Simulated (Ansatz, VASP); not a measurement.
**Cross-check of GaN between VASP and Ansatz**

One calculation is typed for both programs; each brings its own data sets and cutoff. How far apart do they land?

Calculated with Ansatz 0.2.0; plane waves, with VASP 6.6.1 beside it; band structure at PBE, spin-orbit coupling.

### Step 1. The starting structure

It takes space group F-43m (No. 216, cubic). The conventional cell has a = 4.507 Å, b = 4.507 Å, c = 4.507 Å, α = 90.00°, β = 90.00°, γ = 90.00°. Nearest to Ga lie 4 N at 1.95 Å. Nearest to N lie 4 Ga at 1.95 Å. Farther neighbours and most contacts between anions are not listed.

### Step 2. Ansatz: band structure, PBE, spin-orbit coupling

Ansatz runs on its fully relativistic PAW (standard-fr) files.

The same path points are solved in both programs, so levels can be compared one by one.

Contents of input.yaml:

```yaml
crystal:
  lattice:
    - [0.0, 2.2535006075, 2.2535006075]
    - [2.2535006075, 0.0, 2.2535006075]
    - [2.2535006075, 2.2535006075, 0.0]
  atoms:
    - { symbol: Ga, position: [0.0, 0.0, 0.0] }
    - { symbol: "N", position: [0.75, 0.75, 0.75] }
hamiltonian:
  xc: pbe
  pseudopotentials: { kind: paw_fr }
magnetization:
  noncollinear: true
  spin_orbit: true
kpoints:
  mp_grid: { grid: [6, 6, 6] }
  band_path:
    path:
      - [0.0, 0.0, 0.0]
      - [0.18182, 0.0, 0.18182]
      - [0.36364, 0.0, 0.36364]
      - [0.5, 0.0, 0.5]
      - [0.5, 0.09091, 0.59091]
      - [0.5, 0.18182, 0.68182]
      - [0.5, 0.25, 0.75]
      - [0.45455, 0.29545, 0.75]
      - [0.40909, 0.34091, 0.75]
      - [0.375, 0.375, 0.75]
      - [0.20455, 0.20455, 0.40909]
      - [0.06818, 0.06818, 0.13636]
      - [0.04545, 0.04545, 0.04545]
      - [0.22727, 0.22727, 0.22727]
      - [0.40909, 0.40909, 0.40909]
      - [0.51136, 0.47727, 0.51136]
      - [0.55682, 0.38636, 0.55682]
      - [0.60227, 0.29545, 0.60227]
      - [0.61364, 0.25, 0.63636]
      - [0.56818, 0.25, 0.68182]
      - [0.51136, 0.25, 0.73864]
      - [0.5, 0.29545, 0.70455]
      - [0.5, 0.38636, 0.61364]
      - [0.5, 0.47727, 0.52273]
      - [0.47727, 0.47727, 0.54545]
      - [0.43182, 0.43182, 0.63636]
      - [0.38636, 0.38636, 0.72727]
      - [0.60227, 0.20455, 0.60227]
      - [0.55682, 0.11364, 0.55682]
      - [0.5, 0.0, 0.5]
    npoints: 1
scf:
  occupations: { method: gaussian, width: 0.01 }
  n_extra_bands: 14
output:
  forces: true
  stress: true
  eigenvalues: true
  write_density: true
  write_potential: true
  elf: true
  volumetric_format: npy
```

Launch:

```console
$ ansatz run input.yaml --threads 2 --pin off --max-ram 4608MiB --backend cpu --events-out ev --progress --plain --runs-dir out
```

Numbers of over 12 decimals in the logs are rounded to 6 here.

What it wrote:

```text
scf.n_extra_bands = 14 over 18 filled bands (N_el = 18.0): the run solves 32 bands
Engine: ansatz 0.2.0, aarch64-unknown-linux-gnu
Pseudopotentials: kind: paw_fr
Pseudopotential: Ga, paw_fr, valence charge 13, recommended cutoff 420 eV (normal), Ga.paw.azcp#standard-fr
Pseudopotential: N, paw_fr, valence charge 5, recommended cutoff 420 eV (normal), N.paw.azcp#standard-fr
Functional definition: PBE
  parameter kappa = 0.804
  parameter beta = 0.066725
  exchange = pbe_x(kappa = kappa, mu = beta*pi^2/3)
  correlation = pbe_c(beta = beta)
non-collinear run that drives no moment, with spin-orbit: no starting moment large enough to seed its density (crystal.atoms[].spin), no starting occupations that ask for one, no magnetisation constraint and no magnetic field, so the semilocal B_xc is pinned to zero
Crystal: 2 atoms, lattice volume = 22.888 Å³
Basis set: ecut = 420 eV, 459 PW (Γ), exchange–correlation on 48×48×48 points (8 copies of the dense FFT grid, shifted against one another)
Bands: 32, of which v1, the nominal top of the filled ones, is band 18 counted from 1 (17 counted from 0)
Symmetry: 24 space group operations + 24 with time reversal
Magnetic group: BNS 216.75 (UNI 1577), of the structure as read, at distance tolerance 2.8e-5 Å
k-points: 16 of 216 (time reversal used)
Projection manifold: j_resolved (fully-relativistic pseudo-atomic orbitals)
Non-local potential: Ga, projectors of the file, l = 0: 2, l = 1: 4, l = 2: 6, l = 3: 2
Non-local potential: N, projectors of the file, l = 0: 2, l = 1: 4, l = 2: 2
PAW form: soft (Blöchl's): semilocal exchange-correlation on the pseudo side does not see the compensation charge
PAW one-centre angular grid: Ga, 590 points (default); XC on 64 Gauss nodes
PAW one-centre angular grid: N, 110 points (default); XC on 64 Gauss nodes
Initial density: superposition of atomic densities (chi_scale 0.1, normalization cell, long waves kept (reshape's long-wave potential 0.00 eV rms))
Initial wavefunctions: pseudopotential atomic-orbital guess
Functional: x = pbe(κ = 0.804, μ = 0.219515), c = pbe(β = 0.066725)
SCF iter   1: F=—  HF=-4168.637839 eV  |F-HF|=—  |Δ(HF+E_count)|=         —  Δρ=1.04e-1  dr2=2.41e0  dr2_m=0.00e0 (ungated)  ethr=3.10e-3  |M|=0.00e0 ∫|m|=0.00e0 μB  |m|>n=0.0e0 m-floor=0.0e0 τ_xc=0.0e0  β_m=0.30  ⟨swp⟩=5.9  Hψ=3076  notcnv=0  defer=33
preconditioner: auto → none  [insulator: Δε(μ)=2.543 eV  Ē_g=23.349 eV  σ=0.010 eV  W_gap=1.00  n_scr=8 (ndim 8)  ℏωp=32.9 eV  f_vac=0.000  D(μ)=0.00/eV (n_scr^D=0)  ε∞_Penn≈3.0]
SCF iter   2: F=—  HF=-4168.013721 eV  |F-HF|=—  |Δ(HF+E_count)|=   6.24e-1  Δρ=4.59e-2  dr2=2.48e-1  dr2_m=0.00e0 (ungated)  ethr=3.10e-3  |M|=0.00e0 ∫|m|=0.00e0 μB  |m|>n=0.0e0 m-floor=0.0e0 τ_xc=0.0e0  β_m=0.35  ⟨swp⟩=2.1  Hψ=841  notcnv=0  defer=122
SCF iter   3: F=—  HF=-4167.977612 eV  |F-HF|=—  |Δ(HF+E_count)|=   3.61e-2  Δρ=2.37e-2  dr2=5.52e-2  dr2_m=0.00e0 (ungated)  ethr=1.38e-3  |M|=0.00e0 ∫|m|=0.00e0 μB  |m|>n=0.0e0 m-floor=0.0e0 τ_xc=0.0e0  β_m=0.53  ⟨swp⟩=2.2  Hψ=501  notcnv=0  defer=122
SCF iter   4: F=—  HF=-4167.974817 eV  |F-HF|=—  |Δ(HF+E_count)|=   2.79e-3  Δρ=4.17e-3  dr2=1.88e-3  dr2_m=0.00e0 (ungated)  ethr=3.07e-4  |M|=0.00e0 ∫|m|=0.00e0 μB  |m|>n=0.0e0 m-floor=0.0e0 τ_xc=0.0e0  β_m=0.48  ⟨swp⟩=2.8  Hψ=675  notcnv=0  defer=122
SCF iter   5: F=—  HF=-4167.974184 eV  |F-HF|=—  |Δ(HF+E_count)|=   6.34e-4  Δρ=6.99e-4  dr2=4.54e-5  dr2_m=0.00e0 (ungated)  ethr=1.05e-5  |M|=0.00e0 ∫|m|=0.00e0 μB  |m|>n=0.0e0 m-floor=0.0e0 τ_xc=0.0e0  β_m=0.74  ⟨swp⟩=2.0  Hψ=770  notcnv=0  defer=122
SCF iter   6: F=—  HF=-4167.974237 eV  |F-HF|=—  |Δ(HF+E_count)|=   5.34e-5  Δρ=6.41e-5  dr2=3.04e-7  dr2_m=0.00e0 (ungated)  ethr=2.52e-7  |M|=0.00e0 ∫|m|=0.00e0 μB  |m|>n=0.0e0 m-floor=0.0e0 τ_xc=0.0e0  β_m=0.78  ⟨swp⟩=2.0  Hψ=709  notcnv=0  defer=122
SCF iter   7: F=-4167.974237 eV  HF=-4167.974237 eV  |F-HF|=7.57e-9  |Δ(HF+E_count)|=   2.64e-7  Δρ=8.01e-6  dr2=5.21e-9  dr2_m=0.00e0 (ungated)  ethr=5.56e-10  |M|=0.00e0 ∫|m|=0.00e0 μB  |m|>n=0.0e0 m-floor=0.0e0 τ_xc=0.0e0  ⟨swp⟩=12.6  Hψ=3684  notcnv=0
SCF 1 converged in 7 iterations: F = -4167.974237 eV  dr2 = 5.21e-9
  greatest PAW one-centre occupation: 0.995 electrons in one spin orbital (limit 2), on the Ga atom at site 0 (counted from 0), in its partial waves of l = 2
NSCF: frozen V_eff on 30 k-points
SCF converged after 7 iterations
Magnetization: |M| = 0.0000 μB,  M = (+0.0000, +0.0000, +0.0000) μB
Absolute magnetization: 0.0000 μB (∫|m|)
  site 0: m = (+0.0000, +0.0000, +0.0000) μB, |m| = 0.0000 μB  (R = 0.81 Å)
  site 1: m = (+0.0000, +0.0000, +0.0000) μB, |m| = 0.0000 μB  (R = 0.81 Å)
Free energy (F): -4167.974237 eV
Harris-Foulkes:  -4167.974237 eV  (|F-HF|=7.57e-9)
Internal energy: -4167.974237 eV  (E = F + TS)
E sigma→0 (E₀):  -4167.974237 eV
Fermi energy:    10.514076 eV
--- Per-component energies (eV) ---
  E_band       = -5.608617
  E_kinetic    = 247.171522
  E_local      = -1949.919465  (includes V_loc(G=0)·N_el)
  E_nonlocal   = 474.433782
  E_hartree    = 897.121138
  E_xc         = -128.819879
  E_vxc        = -134.160512  (∫ρ·V_xc dr)
  E_paw        = -2120.526521  (= ΣΔE_a)
  E_vpaw       = -437.376746  (= ΣTr[D̂ρ^β])
  E_aug_tail   = 0.000138  (compensation charges beyond the density's cutoff)
  E_ewald      = -1587.434954
  E_smearing   = -0.000000  (= −TS)
  E_closure    = 0.000000  (closes the sum)
  Σ components = -4167.974237   (vs F -4167.974237, Δ=0.00e0)
--- Forces (eV/Å), atoms counted from 1 ---
  atom   1  Ga    -0.00000000     0.00000000     0.00000000
  atom   2  N      0.00000000     0.00000000     0.00000000
  max |Σ_I F_I| component: 1.85e-17 eV/Å
--- Stress (GPa, compression-positive) ---
        4.966373      -0.000000      -0.000000
       -0.000000       4.966373       0.000000
        0.000000       0.000000       4.966373
  P = ⅓ Tr σ = 4.9664 GPa (49.664 kbar)
--- Band table (eV; the first three rows and the last of 16) ---
  k-point 0: bands = [... 14 lower, 9.6585, 9.6585, 9.6585, 9.6585, 11.3696, 11.3696, 19.7424, 19.7424, ... 10 higher]
  k-point 1: bands = [... 14 lower, 9.3766, 9.3766, 9.3854, 9.3952, 12.9809, 12.9809, 18.9064, 18.9064, ... 10 higher]
  k-point 2: bands = [... 14 lower, 8.8914, 8.8914, 8.9091, 8.9185, 14.1142, 14.1142, 18.2900, 18.2900, ... 10 higher]
  k-point 15: bands = [... 14 lower, 6.1747, 6.2204, 6.2500, 6.2526, 14.9431, 14.9568, 17.5585, 17.5636, ... 10 higher]
```

Elapsed: 5.9 s, on 2 threads of Arm Neoverse N1, shared host; peak memory 0.34 GiB; 11 s of CPU time.

### Step 3. VASP: band structure, PBE, spin-orbit coupling

The same cell, functional, mesh and smearing now go to VASP, with its own data sets and cutoff.

Lines of VASP's logs that name or quote its potential files are left out, and so is its time.

Contents of INCAR:

```
SYSTEM = GaN
PREC = Accurate
ENCUT = 450
EDIFF = 1E-08
NELM = 100
ISMEAR = 0
SIGMA = 0.01
LREAL = .FALSE.
ALGO = Normal
GGA = PE
LNONCOLLINEAR = .TRUE.
MAGMOM = 0 0 0 0 0 0
NBANDS = 30
GGA_COMPAT = .FALSE.
LASPH = .TRUE.
LSORBIT = .TRUE.
LORBIT = 11
LWAVE = .TRUE.
LCHARG = .FALSE.
KPAR = 8
```

Contents of POSCAR:

```
GaN
1.0
    0.0000000000      2.2535006075      2.2535006075
    2.2535006075      0.0000000000      2.2535006075
    2.2535006075      2.2535006075      0.0000000000
Ga N
1 1
Direct
    0.0000000000      0.0000000000      0.0000000000
    0.7500000000      0.7500000000      0.7500000000
```

Contents of KPOINTS:

```
Automatic mesh
0
Gamma
6 6 6
0 0 0
```

Contents of KPOINTS_OPT:

```
Line mode
12
Line-mode
Reciprocal
  0.00000000   0.00000000   0.00000000 GAMMA
  0.50000000   0.00000000   0.50000000 X

  0.50000000   0.00000000   0.50000000 X
  0.50000000   0.25000000   0.75000000 W

  0.50000000   0.25000000   0.75000000 W
  0.37500000   0.37500000   0.75000000 K

  0.37500000   0.37500000   0.75000000 K
  0.00000000   0.00000000   0.00000000 GAMMA

  0.00000000   0.00000000   0.00000000 GAMMA
  0.50000000   0.50000000   0.50000000 L

  0.50000000   0.50000000   0.50000000 L
  0.62500000   0.25000000   0.62500000 U

  0.62500000   0.25000000   0.62500000 U
  0.50000000   0.25000000   0.75000000 W

  0.50000000   0.25000000   0.75000000 W
  0.50000000   0.50000000   0.50000000 L

  0.50000000   0.50000000   0.50000000 L
  0.37500000   0.37500000   0.75000000 K

  0.62500000   0.25000000   0.62500000 U
  0.50000000   0.00000000   0.50000000 X
```

Potentials, in the order of the species: Ga_d_GW and N_GW (PBE family, release 64).

Launch:

```console
$ mpirun -np 8 vasp_ncl
```

What it wrote:

```text
[banner, memory and clock lines left out]
running    8 mpi-ranks, on    1 nodes
 distrk:  each k-point on    1 cores,    8 groups
 distr:  one band on    1 cores,    1 groups

 POSCAR found type information on POSCAR GaN
 POSCAR found :  2 types and       2 ions
|                                                                             |
|           W    W    AA    RRRRR   N    N  II  N    N   GGGG   !!!           |
|           W    W   A  A   R    R  NN   N  II  NN   N  G    G  !!!           |
|           W    W  A    A  R    R  N N  N  II  N N  N  G       !!!           |
|           W WW W  AAAAAA  RRRRR   N  N N  II  N  N N  G  GGG   !            |
|           WW  WW  A    A  R   R   N   NN  II  N   NN  G    G                |
|           W    W  A    A  R    R  N    N  II  N    N   GGGG   !!!           |
|                                                                             |
|     For optimal performance we recommend to set                             |
|       NCORE = 2 up to number-of-cores-per-socket                            |
|     NCORE specifies how many cores store one orbital (NPAR=cpu/NCORE).      |
|     This setting can greatly improve the performance of VASP for DFT.       |
|     The default, NCORE=1 might be grossly inefficient on modern             |
|     multi-core architectures or massively parallel machines. Do your        |
|     Unfortunately you need to use the default for GW and RPA                |
|     calculations (for HF NCORE is supported but not extensively tested      |
|     yet).                                                                   |
|                                                                             |

 LDA part: xc-table for (Slater+PW92), standard interpolation
 POSCAR, INCAR and KPOINTS ok, starting setup
 FFT: planning ... GRIDC
 FFT: planning ... GRID_SOFT
 FFT: planning ... GRID
 WAVECAR not read
 entering main loop
       N       E                     dE             d eps       ncg     rms          rms(c)
DAV:   1     0.197536139245E+03    0.19754E+03   -0.91956E+03  1418   0.182E+03
DAV:   2     0.175508537470E+02   -0.17999E+03   -0.16894E+03  1400   0.488E+02
DAV:   3    -0.129870443559E+02   -0.30538E+02   -0.29885E+02  1582   0.204E+02
DAV:   4    -0.141062374879E+02   -0.11192E+01   -0.11176E+01  1668   0.494E+01
DAV:   5    -0.141372162879E+02   -0.30979E-01   -0.30977E-01  1620   0.862E+00    0.111E+01
DAV:   6    -0.121230577269E+02    0.20142E+01   -0.37977E+00  2336   0.488E+01    0.503E+00
DAV:   7    -0.121430623349E+02   -0.20005E-01   -0.48384E-01  1806   0.997E+00    0.326E+00
DAV:   8    -0.121418859408E+02    0.11764E-02   -0.69781E-02  1798   0.516E+00    0.713E-01
DAV:   9    -0.121365555923E+02    0.53303E-02   -0.13864E-02  1970   0.393E+00    0.994E-02
DAV:  10    -0.121368029528E+02   -0.24736E-03   -0.15303E-03  1934   0.608E-01    0.382E-02
DAV:  11    -0.121368401763E+02   -0.37223E-04   -0.78107E-05  1924   0.107E-01    0.191E-02
DAV:  12    -0.121368409879E+02   -0.81158E-06   -0.29324E-06  1822   0.336E-02    0.499E-03
DAV:  13    -0.121368414442E+02   -0.45628E-06   -0.14606E-06  1914   0.300E-02    0.209E-03
DAV:  14    -0.121368414231E+02    0.21052E-07   -0.20943E-07  1814   0.598E-03    0.377E-04
DAV:  15    -0.121368414248E+02   -0.17017E-08   -0.27604E-08  1622   0.169E-03
   1 F= -.12136841E+02 E0= -.12136841E+02  d E =-.473532E-15  mag=    -0.0000    -0.0000    -0.0000
 Start KPOINTS_OPT (optional k-point list driver)
k-point batch [1-22\120]
       N       E                     dE             ncg
DAV:   1     0.257208972325E+04   -0.89151E+04     1466
DAV:   2    -0.121475501966E+04   -0.37868E+04     1368
DAV:   3    -0.187701053461E+04   -0.66226E+03     1590
DAV:   4    -0.190186841406E+04   -0.24858E+02     1674
DAV:   5    -0.190259537260E+04   -0.72696E+00     1726
DAV:   6    -0.190263079396E+04   -0.35421E-01     1966
DAV:   7    -0.190263135037E+04   -0.55641E-03     1710
DAV:   8    -0.190263137193E+04   -0.21553E-04     1980
DAV:   9    -0.190263137223E+04   -0.29933E-06     1716
DAV:  10    -0.190263137223E+04   -0.73971E-08     1156
[...]
k-point batch [111-120\120]
       N       E                     dE             ncg
DAV:   1     0.942256098410E+04   -0.63241E+04      674
DAV:   2     0.772221198384E+04   -0.17003E+04      640
DAV:   3     0.745685681040E+04   -0.26536E+03      702
DAV:   4     0.744710262407E+04   -0.97542E+01      794
DAV:   5     0.744684012970E+04   -0.26249E+00      734
DAV:   6     0.744682419975E+04   -0.15930E-01      908
DAV:   7     0.744682396011E+04   -0.23964E-03      738
DAV:   8     0.744682395057E+04   -0.95436E-05      914
DAV:   9     0.744682395044E+04   -0.12709E-06      744
DAV:  10     0.744682395044E+04   -0.23756E-08      594
 writing wavefunctions
```

(Continued in part 2 of 2.)

[Lines on the potential files, build, host, timing and source positions are cut from VASP's logs without a mark.]

[Logs are printed without paths, hosts, clocks, repeated set-up lines and the standing remarks that a program may print on its own settings, such as how far it seeks lower states.]

[Hosts, paths, dates, database ids (printed as entryN), source tags and the programs' standing remarks are cut or masked in the printed files.]
